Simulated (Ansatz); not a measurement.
## SnO: relaxation of cell and atoms with PBE

Crystal: SnO.

```
Sn O
1.0
     3.81370    0.00000    0.00000
     0.00000    3.81370    0.00000
     0.00000    0.00000    4.88691
Sn O
2 2
Direct
  0.50000 0.00000 0.76463
  0.00000 0.50000 0.23537
  0.00000 0.00000 0.00000
  0.50000 0.50000 0.00000
```

The cell is a database's computed one.

```json
{"Program": "Ansatz 0.2.0", "Task": "relaxation of cell and atoms", "Functional": "PBE", "Potentials or basis": "Ansatz PAW", "Cutoff": "420 eV (not typed: the program's choice for these potentials)", "k mesh": "7 × 7 × 6", "Occupations": "fermi-dirac, width 0.05 eV", "Spin": "no spin polarisation"}
```

* Relaxed volume: 18.95 Å³/atom
* Relaxed cell: a = 3.868 Å, b = 3.868 Å, c = 5.067 Å, α = 90.00°, β = 90.00°, γ = 90.00°
* Space group after relaxing (to 0.05 Å): P4/nmm (No. 129)
* Energy gained by relaxing: 8.8 meV/atom
* Ionic steps: 10
* Pressure after relaxing: 0.0 GPa
* Band gap on the k mesh: 0.71 eV

Step by step:
```csv
step,energy change (eV),largest force (eV/Å),volume (Å³)
1,0.0000,0.3713,71.08
2,-0.0181,0.1248,75.39
3,-0.0210,0.0968,74.69
4,-0.0212,0.0003,74.84
5,-0.0347,0.0031,74.84
6,-0.0339,0.0028,75.38
7,-0.0332,0.0010,75.67
8,-0.0353,0.0003,75.67
9,-0.0350,0.0001,75.81
10,-0.0354,0.0002,75.81
```

Final structure:
```yaml
crystal:
  lattice:
    - [3.86828, 0.00000, 0.00000]
    - [0.00000, 3.86828, 0.00000]
    - [0.00000, 0.00000, 5.06653]
  atoms:
    - { symbol: Sn, position: [0.50000, 0.00000, 0.77123] }
    - { symbol: Sn, position: [0.00000, 0.50000, 0.22877] }
    - { symbol: O, position: [0.00000, 0.00000, 0.00000] }
    - { symbol: O, position: [0.50000, 0.50000, 0.00000] }
```

It took 13 s on 2 threads of Intel(R) Xeon(R) Platinum 8488C (Sapphire Rapids) (shared host), peak memory 0.45 GiB.

Caveat: odd divisions of the mesh miss points on the zone boundary, where band edges often lie, so the gap on the mesh can be too wide; the plane-wave basis is chosen anew once the cell has moved, so the energies of steps on either side of that aren't comparable; the pressure holds a Pulay correction of +0.4 GPa for the finite cutoff; spin-orbit coupling is left out, which moves the levels of the heavy elements. PBE gaps usually lie below the measured ones, often by a third to a half.
